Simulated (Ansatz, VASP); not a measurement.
# Two plane-wave programs on Ca

```
Ca
1.0
     0.00000    2.75644    2.75644
     2.75644    0.00000    2.75644
     2.75644    2.75644    0.00000
Ca
1
Direct
  0.00000 0.00000 0.00000
```

Alike in both runs: task single point; functional PBEsol; k mesh 8 × 8 × 8; occupations fermi-dirac, width 0.05 eV; no spin polarisation.

```csv
,VASP,Ansatz
version,VASP 6.6.1,Ansatz 0.2.0
potentials or method,"VASP PAW PBE potentials, release 64 (Ca_sv)",Ansatz PAW
plane-wave cutoff (eV),520,420
valence electrons in the cell,10,10
```

Ansatz gave:

- gap on the k mesh at the Fermi level (eV): none
- pressure (GPa): -0.6

Problem. What did VASP give for the same quantities?

Solution. gap on the k mesh at the Fermi level (eV): none; pressure (GPa): -0.5.

A gap of «none» marks a metal or a gap that the smearing closes. The functional is the same, so the differences come from potentials, cutoffs and numerics.

Caveats: the PAW data sets were made with another functional, which shifts forces and pressure a little (VASP); the PAW data sets come from PBE, with cores solved anew for the run's functional, which leaves a small shift of forces and pressure (Ansatz).
